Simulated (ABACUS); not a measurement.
Runs of ABACUS 3.10.1 on Sn. The structure is tetragonal, space group I4_1/amd (No. 141). The conventional cell has a = 5.880 Å, b = 5.880 Å, c = 3.199 Å, α = 90.00°, β = 90.00°, γ = 90.00°. Sn (site symmetry -4m2) has 6 Sn at 3.05 to 3.20 Å as nearest neighbours. 

```tsv
task	level	potentials or basis	spin	cell	k mesh	cutoff (eV)	orbital files	SCF threshold on the density	eigensolver	mixing share	symmetry key	mesh quality	gap on the mesh (eV)	pressure (GPa)
single point	r2SCAN	SG15 ONCV 1.2 PBE, DZP LCAO (the cutoffs set its grid)	off	as given	7 × 7 × 7	1361	Sn Sn_confined-atom_8au_2s2p2d.orb	1e-07	scalapack_gvx	0.7	1	not flagged	none	-0.7
relaxation of cell and atoms	PBE	SPMS ONCV 1.0 PBE, DZP LCAO (the cutoffs set its grid)	off	relaxed	8 × 8 × 8	1361	Sn Sn_confined-atom_8au_2s2p2d.orb	1e-07	genelpa	0.7	1	not flagged	-	0.0
single point	PBE	PseudoDojo NC SR 0.4.1 PBE standard, DZP LCAO (the cutoffs set its grid)	off	as given	9 × 9 × 9	1361	Sn Sn_confined-atom_8au_2s2p2d.orb	1e-07	genelpa	0.7	1	not flagged	none	(a)
single point	PBE	PseudoDojo NC SR 0.4.1 PBE standard, plane waves	off	as given	9 × 9 × 9	993	-	1e-08	dav	0.7	1	not flagged	none	1.5
```

Alike in all rows: smearing fermi-dirac 0.05 eV.

Task: Estimate the missing entries.

Result: (a) 2.2.

Caveats: the atomic orbitals were generated for these runs and aren't a published set (some runs); the basis of atomic orbitals isn't converged, which shifts pressures, moduli and gaps (some runs); the potentials were made for another functional, which shifts forces and pressure (some runs).

A k mesh can miss the band edges, and the runs leave out spin-orbit coupling on Sn.

A gap of «none» marks a metal or a gap under the smearing width.

Not every run made on this cell is shown here.
